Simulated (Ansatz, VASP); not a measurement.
# One calculation of Bi, two programs

The input INCAR:

```
  PREC = Accurate
  ENCUT = 520
  EDIFF = 1E-7
  ISMEAR = -1
  SIGMA = 0.1
  LREAL = False
  LASPH = True
  NELM = 60
  ALGO = Normal
  ISIF = 2
  LWAVE = False
  LCHARG = True
  GGA = PE
  LELF = True
  LVHAR = True
  NBANDS = 22
```

The input KPOINTS:

```
Automatic mesh
0
Gamma
  7 7 7
```

File POSCAR:

```
Bi
1.0
    2.2924582305      1.3235513765      4.0467531177
   -2.2924582305      1.3235513765      4.0467531177
    0.0000000000     -2.6471027530      4.0467531177
Bi
2
Direct
    0.2337113826      0.2337113826      0.2337113826
    0.7662886174      0.7662886174      0.7662886174
```

Input for Ansatz:

```yaml
crystal:
  lattice:
    - [2.2924582305, 1.3235513765, 4.0467531177]
    - [-2.2924582305, 1.3235513765, 4.0467531177]
    - [0.0, -2.647102753, 4.0467531177]
  atoms:
    - { symbol: Bi, position: [0.2337113826, 0.2337113826, 0.2337113826] }
    - { symbol: Bi, position: [0.7662886174, 0.7662886174, 0.7662886174] }
hamiltonian:
  xc: pbe
  pseudopotentials:
    kind: paw
    azcp:
      Bi: "pseudopotentials/Bi.paw.azcp"
basis:
  ecutwfc: 420
  fft_grid_basis: typed
kpoints:
  mp_grid: { grid: [7, 7, 7], shift: [0, 0, 0] }
magnetization:
  spin_polarized: false
scf:
  occupations: { method: fermi_dirac, width: 0.1 }
  lower_state_search: "off"
output:
  stress: true
```

Alike in both runs: task single point; functional PBE; k mesh 7 × 7 × 7; occupations fermi-dirac, width 0.1 eV; no spin polarisation.

```csv
,VASP,Ansatz
version,VASP 6.6.1,Ansatz 0.2.0
potentials or method,"VASP PAW PBE potentials, release 64 (Bi_d)","plane waves (420 eV) with PAW, scalar-relativistic"
plane-wave cutoff (eV),520,420
valence electrons in the cell,30,30
```

|  | VASP | Ansatz | Ansatz less VASP |
| --- | --- | --- | --- |
| pressure (GPa) | -0.1 | -0.1 | +0.05 |
| largest component of the traceless stress (GPa) | 0.09 | 0.09 | 0.000 |

With one functional, cell and mesh, what is left measures potentials, basis and numerics.
